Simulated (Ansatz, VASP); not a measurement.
## Two plane-wave programs on KBr

INCAR

```
PREC = Accurate
ENCUT = 520
EDIFF = 1E-6
ISMEAR = 0
SIGMA = 0.02
LREAL = F
LASPH = T
NELM = 80
ALGO = Normal
ISIF = 2
LWAVE = F
LCHARG = T
GGA = PE
LELF = T
LVHAR = T
NBANDS = 15
```

Contents of KPOINTS:

```
regular mesh
0
Gamma
  6 6 6
```

Contents of POSCAR:

```
KBr
1.0
    0.0000000000      3.1406499000      3.1406499000
    3.2394249000      0.0000000000      3.1406499000
    3.2394249000      3.1406499000      0.0000000000
K Br
1 1
Direct
    0.0000000000      0.0000000000      0.0000000000
    0.5000000000      0.5000000000      0.5000000000
```

Input for Ansatz:

```yaml
crystal:
  lattice:
    - [0.0, 3.1406499, 3.1406499]
    - [3.2394249, 0.0, 3.1406499]
    - [3.2394249, 3.1406499, 0.0]
  atoms:
    - { symbol: K, position: [0.0, 0.0, 0.0] }
    - { symbol: Br, position: [0.5, 0.5, 0.5] }
basis:
  ecutwfc: 420
kpoints:
  mp_grid: { grid: [6, 6, 6] }
hamiltonian:
  xc: pbe
scf:
  occupations: { method: gaussian, width: 0.02 }
output:
  forces: true
  stress: true
  eigenvalues: true
  populations: true
```

Alike in both runs: task single point; functional PBE; k mesh 6 × 6 × 6; occupations gaussian, width 0.02 eV; no spin polarisation.

|  | VASP | Ansatz |
| --- | --- | --- |
| version | VASP 6.6.1 | Ansatz 0.2.0 |
| potentials or method | VASP PAW PBE potentials, release 64 (K_sv, Br) | scalar-relativistic, plane waves, PAW |
| plane-wave cutoff (eV) | 520 | 420 |
| valence electrons in the cell | 16 | 16 |

Ansatz gave:

```
gap on the k mesh at the Fermi level (eV)       : 4.76
least direct gap on the mesh (eV)               : 4.76
pressure (GPa)                                  : 3.4
largest component of the traceless stress (GPa) : 1.14
```

Task: Estimate VASP's values.

Result: gap on the k mesh at the Fermi level (eV): 4.76; least direct gap on the mesh (eV): 4.76; pressure (GPa): 3.4; largest component of the traceless stress (GPa): 1.16.
